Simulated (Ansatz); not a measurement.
Input of an Ansatz 0.2.0 run:

File input.yaml:

```yaml
crystal:
  lattice:
    - [4.613777, 0.0, 0.0]
    - [0.0, 9.563279, 0.0]
    - [0.0, 0.0, 3.119862]
  atoms:
    - { symbol: Al, position: [0.982975, 0.824573, 0.0] }
    - { symbol: Al, position: [0.017025, 0.175427, 0.0] }
    - { symbol: Al, position: [0.482975, 0.675427, 0.5] }
    - { symbol: Al, position: [0.517025, 0.324573, 0.5] }
    - { symbol: O, position: [0.5, 0.5, 0.5] }
    - { symbol: O, position: [0.123635, 0.75305, 0.5] }
    - { symbol: O, position: [0.376365, 0.25305, 0.0] }
    - { symbol: O, position: [0.623635, 0.74695, 0.0] }
    - { symbol: O, position: [0.0, 0.0, 0.0] }
    - { symbol: O, position: [0.876365, 0.24695, 0.5] }
hamiltonian:
  xc: pbe
  pseudopotentials: { kind: paw }
  dispersion: d3bj
kpoints:
  mp_grid: { grid: [6, 3, 9] }
scf:
  occupations: { method: fermi_dirac, width: 0.05 }
output:
  forces: true
  stress: true
  eigenvalues: true
relax:
  f_tol: 0.01
  max_steps: 40
  cell: { stress_tol: 0.05 }
```

Potentials or basis: Ansatz PAW.

Launch:

```bash
$ ansatz run input.yaml --threads 4 --pin off --max-ram 11264MiB --backend cpu --events-out ev --progress --plain --runs-dir out
```

Q: Estimate the space group after relaxing (to 0.05 Å).

A: Pnnm (No. 58).

Q: Estimate the band gap on the k mesh.

A: 3.49 eV, direct.

Q: Estimate the relaxed cell.

A: a = 4.565 Å, b = 9.605 Å, c = 3.013 Å, α = 90.00°, β = 90.00°, γ = 90.00°.

Q: What does it give for the relaxed volume?

A: 13.21 Å³/atom.

Final structure:
```xyz
10
Lattice="4.5648 0.0000 0.0000 0.0000 9.6055 0.0000 0.0000 0.0000 3.0126" Properties=species:S:1:pos:R:3 pbc="T T T"
Al    5.0883    8.0082    0.0000
Al   -0.5236    1.5973    0.0000
Al    2.8060    6.4000    1.5063
Al    1.7588    3.2055    1.5063
O     2.2824    4.8027    1.5063
O     1.3996    7.5462    1.5063
O     0.8828    2.7435    0.0000
O     3.6819    6.8620    0.0000
O     0.0000    0.0000    0.0000
O     3.1652    2.0593    1.5063
```

Caveat: odd divisions of the mesh miss points on the zone boundary, where band edges often lie, so the gap on the mesh can be too wide; the plane-wave basis is chosen anew once the cell has moved, so the energies of steps on either side of that aren't comparable; the pressure holds a Pulay correction of +0.5 GPa for the finite cutoff. A hybrid or GW would open this gap; PBE tends to underestimate it.
